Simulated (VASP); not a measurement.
# Sc (P6_3/mmc) in VASP: settings compared

Aim: see how the results for Sc move with the level of theory and the settings. Levels: PBE+D3(BJ), LDA. Tasks: relaxation of cell and atoms.

All numbers are computed with VASP 6.6.1; they aren't measurements. Logs are shortened: lines on timing, memory, paths and dates and some standing lists are left out, and cuts for length are marked.

### Step 1. The crystal as given

The structure is hexagonal, space group P6_3/mmc (No. 194). Conventional cell: a = 3.273 Å, b = 3.273 Å, c = 5.066 Å, α = 90.00°, β = 90.00°, γ = 120.00°. Sc (site symmetry -6m2) is surrounded by 12 Sc at 3.16 to 3.27 Å.

### Step 2. Relaxation of cell and atoms, PBE+D3(BJ)

INCAR reads:

```
PREC = Accurate
ENCUT = 600
EDIFF = 1E-7
ISMEAR = 1
SIGMA = 0.1
LREAL = False
LASPH = True
NELM = 80
ALGO = Normal
ISIF = 3
LWAVE = False
LCHARG = False
GGA = PE
IVDW = 12
IBRION = 2
NSW = 90
EDIFFG = -0.005
```

KPOINTS reads:

```
regular mesh
0
Gamma
  15 15 7
```

POSCAR reads:

```
Sc                                      
1.0
    3.2729873855     -0.0000000000      0.0000000000
   -1.6364936928      2.8344902221     -0.0000000000
    0.0000000000      0.0000000000      5.0663340765
  Sc            
     2
Direct
     0.3333333332999970    0.6666666667000030    0.2500000000000000
     0.6666666667000030    0.3333333332999970    0.7500000000000000
```

Potentials or basis: VASP PAW PBE potentials, release 64 (Sc_sv).

Launch:

```console
$ cat potpaw_PBE.64/Sc_sv/POTCAR > POTCAR
$ mpirun -np 1 vasp_std > vasp.out
```

OUTCAR:

```text
PREC = Accurate
   ENCUT = 600
   EDIFF = 1E-7
   ISMEAR = 1
   LREAL = False
   LASPH = True
   NELM = 80
   ISIF = 3
   GGA = PE
   IVDW = 12
   IBRION = 2
   NSW = 90
   EDIFFG = -0.005
 IVDW          = 12

 ion  position               nearest neighbor table
   1  0.333  0.667  0.250-   2 3.16   2 3.16   2 3.16   2 3.16   2 3.16   2 3.16
   2  0.667  0.333  0.750-   1 3.16   1 3.16   1 3.16   1 3.16   1 3.16   1 3.16

  LATTYP: Found a hexagonal cell.
 ALAT       =     3.2729873855
 C/A-ratio  =     1.5479234961

  Lattice vectors:

 A1 = (   3.2729873855,   0.0000000000,   0.0000000000)
 A2 = (  -1.6364936928,   2.8344902221,   0.0000000000)
 A3 = (   0.0000000000,   0.0000000000,   5.0663340765)

Analysis of symmetry for initial positions (statically):
=====================================================================
 Subroutine PRICEL returns:
 Original cell was already a primitive cell.

 Routine SETGRP: Setting up the symmetry group for a
 hexagonal supercell.

 Subroutine GETGRP returns: Found 24 space group operations
 (whereof 12 operations were pure point group operations)
 out of a pool of 24 trial point group operations.

The static configuration has the point symmetry D_3d.
 The point group associated with its full space group is D_6h.

Analysis of symmetry for dynamics (positions and initial velocities):
=====================================================================
 Subroutine PRICEL returns:
 Original cell was already a primitive cell.

 Routine SETGRP: Setting up the symmetry group for a
 hexagonal supercell.

 Subroutine GETGRP returns: Found 24 space group operations
 (whereof 12 operations were pure point group operations)
 out of a pool of 24 trial point group operations.

The dynamic configuration has the point symmetry D_3d.
 The point group associated with its full space group is D_6h.

 Subroutine INISYM returns: Found 24 space group operations
 (whereof 12 operations are pure point group operations),
 and found     1 'primitive' translations

----------------------------------------------------------------------------------------

                                     Primitive cell

  volume of cell :      47.0017

  direct lattice vectors                    reciprocal lattice vectors
     3.272987386  0.000000000  0.000000000     0.305531272  0.176398562  0.000000000
    -1.636493693  2.834490222  0.000000000     0.000000000  0.352797125  0.000000000
     0.000000000  0.000000000  5.066334076     0.000000000  0.000000000  0.197381378

[... 97 lines left out ...]
   EFERMI =   0.00;   METHOD = LEGACY
   ISMEAR =     1;   SIGMA  =   0.10  broadening in eV -4-tet -1-fermi 0-gaus
   EFERMI_NEDOS =   21; number of points for ismear=-14 and -15
   IALGO  =     38    algorithm
   IMIX   =      4    mixing-type and parameters
     AMIX     =   0.40;   BMIX     =  1.00
     AMIX_MAG =   1.60;   BMIX_MAG =  1.00
  volume/ion in A,a.u.               =      23.50       158.59
  Fermi-wavevector in a.u.,A,eV,Ry     =   1.271095  2.402021 21.982696  1.615683
  Thomas-Fermi vector in A             =   2.404047
   LORBIT       =      0    0 simple, 1 ext, 2 COOP (PROOUT), +10 PAW based schemes
   GGA     = PE    functional components
   LHFCALC =     F    Hartree Fock is set to
   AEXX    =    0.0000 exact exchange contribution
   IVDW    =    12    specifies the selected vdW correction
   LEPSILON=     F    determine dielectric tensor
   LRPA    =     F    only Hartree local field effects (RPA)
 conjugate gradient relaxation of ions
 non-spin polarized calculation
 Methfessel and Paxton  Order N= 1 SIGMA  =   0.10
  energy-cutoff  :      600.00
  volume of cell :       47.00
 maximum number of plane-waves:      1622
 NGX is ok and might be reduce to    28
   NGX = 13   NGY = 13   NGZ = 21

 number of electron      22.0000002 magnetization

 Free energy of the ion-electron system (eV)
  ---------------------------------------------------
  ext. energy  EPLUGINS =         0.00000000
  ---------------------------------------------------
  free energy    TOTEN  =       -12.47930862 eV

  energy without entropy =      -12.47955104  energy(sigma->0) =      -12.47938943

 E-fermi :   3.9661     XC(G=0): -10.0702

 val. band max:        3.9634810107   @ k =   0.4667  -0.0000   0.4286
 cond. band min:       3.9683529298   @ k =   0.4000  -0.0000   0.4286
 fundamental gap:      0.0048719192
 Fermi energy:         3.9661181721

 k-point     1 :       0.0000    0.0000    0.0000
  band No.  band energies     occupation
      1     -45.3372      2.00000
      2     -45.2483      2.00000
      3     -24.2110      2.00000
      4     -23.8123      2.00000
      5     -23.8123      2.00000
      6     -23.7326      2.00000
      7     -23.7326      2.00000
      8     -23.6946      2.00000
      9      -1.2520      2.00000
     10       2.2707      2.00000
     11       4.7344     -0.00000
     12       5.6010     -0.00000
     13       5.6010     -0.00000
     14       5.9223     -0.00000
[... 401 lines left out ...]
      2     -45.2422      2.00000
      3     -24.0855      2.00000
      4     -23.9961      2.00000
      5     -23.9601      2.00000
      6     -23.9580      2.00000
      7     -23.8566      2.00000
      8     -23.8425      2.00000
      9       2.7605      2.00000
     10       3.1665      2.00000
     11       3.3452      2.00000
     12       3.4728      2.00000
     13       5.0829     -0.00000
     14       5.1966     -0.00000
     15       6.0714      0.00000

 [... further k-points ...]

------------------------ aborting loop because EDIFF is reached ----------------------------------------

 Edisp (eV)   -0.81505

 E8    (eV) :    -0.3953

  FORCE on cell =-STRESS in cart. coord.  units (eV):
  Direction    XX          YY          ZZ          XY          YZ          ZX
  --------------------------------------------------------------------------------------
  -------------------------------------------------------------------------------------
  Total      -0.00745    -0.00745    -0.00413     0.00000     0.00000     0.00000
  in kB      -0.25410    -0.25410    -0.14077     0.00000     0.00000     0.00000
  external pressure =       -0.22 kB  Pullay stress =        0.00 kB

 VOLUME and BASIS-vectors are now :
 -----------------------------------------------------------------------------
  energy-cutoff  :      600.00
  volume of cell :       47.00
      direct lattice vectors                 reciprocal lattice vectors
     3.272987386  0.000000000  0.000000000     0.305531272  0.176398562  0.000000000
    -1.636493693  2.834490222  0.000000000     0.000000000  0.352797125  0.000000000
     0.000000000  0.000000000  5.066334076     0.000000000  0.000000000  0.197381378

 POSITION                                       TOTAL-FORCE (eV/Angst)
 -----------------------------------------------------------------------------------
     -0.00000      1.88966      1.26658         0.000000      0.000000      0.000000
      1.63649      0.94483      3.79975        -0.000000      0.000000      0.000000
 -----------------------------------------------------------------------------------
    total drift:                               -0.000000      0.000000     -0.000000

  FREE ENERGIE OF THE ION-ELECTRON SYSTEM (eV)
  ---------------------------------------------------
  free  energy   TOTEN  =       -13.2943541484 eV

  energy  without entropy=      -13.2945965702  energy(sigma->0) =      -13.29443496

 reached required accuracy - stopping structural energy minimisation
```

Wall time 38 s (1 thread of Intel Xeon 6975P-C (Granite Rapids), shared host); peak memory 0.24 GiB.

Results:

| Quantity | Value |
| --- | --- |
| Free energy | -13.2944 eV |
| Pressure after relaxing | 0.0 GPa |
| Band gap on the k mesh | none (metal or under the smearing width) |
| Dispersion energy per atom | -0.408 eV |

Final structure:
```
Sc
1.0
     3.27299    0.00000    0.00000
    -1.63649    2.83449    0.00000
     0.00000    0.00000    5.06633
Sc
2
Direct
  0.33333 0.66667 0.25000
  0.66667 0.33333 0.75000
```

Caveat: the relaxation stopped at its first step, so nothing moved; pairwise dispersion overbinds metals, which lowers pressure and volume.

### Step 3. Relaxation of cell and atoms, LDA

This run uses another cell than the first one, of 25.00 Å³/atom, 1.064 times its volume.

INCAR reads:

```
ALGO = Normal ; EDIFF = 1E-6
EDIFFG = -0.01 ; ENCUT = 600
IBRION = 2 ; ISIF = 3
ISMEAR = 1 ; LASPH = True
LCHARG = False ; LREAL = False
LWAVE = False ; NELM = 80
NSW = 90 ; PREC = Accurate
SIGMA = 0.1
```

KPOINTS reads:

```
k-points
0
Gamma
  15 15 7
```

POSCAR reads:

```
Sc
1.0
    3.3090000000      0.0000000000      0.0000000000
   -1.6545000000      2.8656780611      0.0000000000
    0.0000000000      0.0000000000      5.2733000000
Sc
2
Direct
    0.3333333333      0.6666666667      0.2500000000
    0.6666666667      0.3333333333      0.7500000000
```

Potentials or basis: VASP PAW LDA potentials, release 64 (Sc_sv).

Launch:

```console
$ cat potpaw_LDA.64/Sc_sv/POTCAR > POTCAR
$ mpirun -np 1 vasp_std > vasp.out
```

Run time: 3.6 min. Hardware: 1 thread of AMD EPYC 9R45 (Zen 5), shared host; peak memory 0.19 GiB.

It converged, with:

| Item | Value |
| --- | --- |
| Free energy | -13.4483 eV |
| Relaxed volume | 22.58 Å³/atom |
| Relaxed cell | a = 3.234 Å, b = 3.234 Å, c = 4.986 Å, α = 90.00°, β = 90.00°, γ = 120.00° |
| Space group after relaxing (to 0.05 Å) | P6_3/mmc (No. 194) |
| Energy gained by relaxing | 46.7 meV/atom |
| Ionic steps | 9 |
| Pressure after relaxing | 0.0 GPa |
| Band gap on the k mesh | none (metal or under the smearing width) |

The path:
| step | energy change (eV) | largest force (eV/Å) | pressure (GPa) | volume (Å³) |
| --- | --- | --- | --- | --- |
| 1 | 0.0000 | 0.0000 | -5.29 | 50.00 |
| 2 | -0.0874 | 0.0000 | 1.35 | 44.26 |
| 3 | -0.0906 | 0.0000 | 0.18 | 45.08 |
| 4 | -0.0906 | 0.0000 | 0.04 | 45.18 |
| 5 | -0.0928 | 0.0000 | -0.04 | 45.22 |
| 6 | -0.0933 | 0.0000 | -0.08 | 45.25 |
| 7 | -0.0934 | 0.0000 | -0.08 | 45.25 |
| 8 | -0.0934 | 0.0000 | -0.08 | 45.25 |
| 9 | -0.0934 | 0.0000 | 0.03 | 45.16 |

Final structure:
```yaml
crystal:
  lattice:
    - [3.23419, 0.00000, 0.00000]
    - [-1.61710, 2.80089, 0.00000]
    - [0.00000, 0.00000, 4.98572]
  atoms:
    - { symbol: Sc, position: [0.33333, 0.66667, 0.25000] }
    - { symbol: Sc, position: [0.66667, 0.33333, 0.75000] }
```

Levels at points of the mesh, in eV from the Fermi level:
| k point | band 9 | band 10 | band 11 | band 12 | band 13 | band 14 |
| --- | --- | --- | --- | --- | --- | --- |
| (0.00, 0.00, 0.00) | -5.23 | -1.76 | 1.01 | 1.62 | 1.62 | 1.99 |

### Step 4. Relaxation of cell and atoms, LDA

This run uses another cell than the first one, of 22.58 Å³/atom, 0.961 times its volume.

Changes to INCAR since step 3:

```diff
@@ -1,3 +1,3 @@
-ALGO = Normal ; EDIFF = 1E-6
-EDIFFG = -0.01 ; ENCUT = 600
+ALGO = Normal ; EDIFF = 1E-7
+EDIFFG = -0.005 ; ENCUT = 600
 IBRION = 2 ; ISIF = 3
```

KPOINTS is that of step 3.

POSCAR reads:

```
Sc                                      
1.0
    3.2341941955      0.0000000000      0.0000000000
   -1.6170970977      2.8008943341      0.0000000000
   -0.0000000000      0.0000000000      4.9857150419
  Sc            
     2
Direct
     0.3333333332999970    0.6666666667000030    0.2500000000000000
     0.6666666667000030    0.3333333332999970    0.7500000000000000
```

Launch:

```console
$ cat potpaw_LDA.64/Sc_sv/POTCAR > POTCAR
$ mpirun -np 1 vasp_std > vasp.out
```

Run time: 61 s. Hardware: 1 thread of AMD EPYC 9R45 (Zen 5), shared host; peak memory 0.18 GiB.

Results (log left out):

```yaml
Free_energy: -13.4479 eV
Relaxed_volume: 22.59 Å³/atom
Relaxed_cell: a = 3.235 Å, b = 3.235 Å, c = 4.987 Å, α = 90.00°, β = 90.00°, γ = 120.00°
Space_group_after_relaxing_to_0.05_Å: P6_3/mmc (No. 194)
Energy_gained_by_relaxing: 0.0 meV/atom
Ionic_steps: 2
Pressure_after_relaxing: 0.0 GPa
Band_gap_on_the_k_mesh: none (metal or under the smearing width)
```

Final structure:
```xyz
2
Lattice="3.2345 0.0000 0.0000 -1.6173 2.8012 0.0000 0.0000 0.0000 4.9873" Properties=species:S:1:pos:R:3 pbc="T T T"
Sc    0.0000    1.8674    1.2468
Sc    1.6173    0.9337    3.7404
```

Levels at points of the mesh, in eV from the Fermi level:
```csv
k point,band 9,band 10,band 11,band 12,band 13,band 14
"(0.00, 0.00, 0.00)",-5.23,-1.76,1.01,1.62,1.62,1.99
```
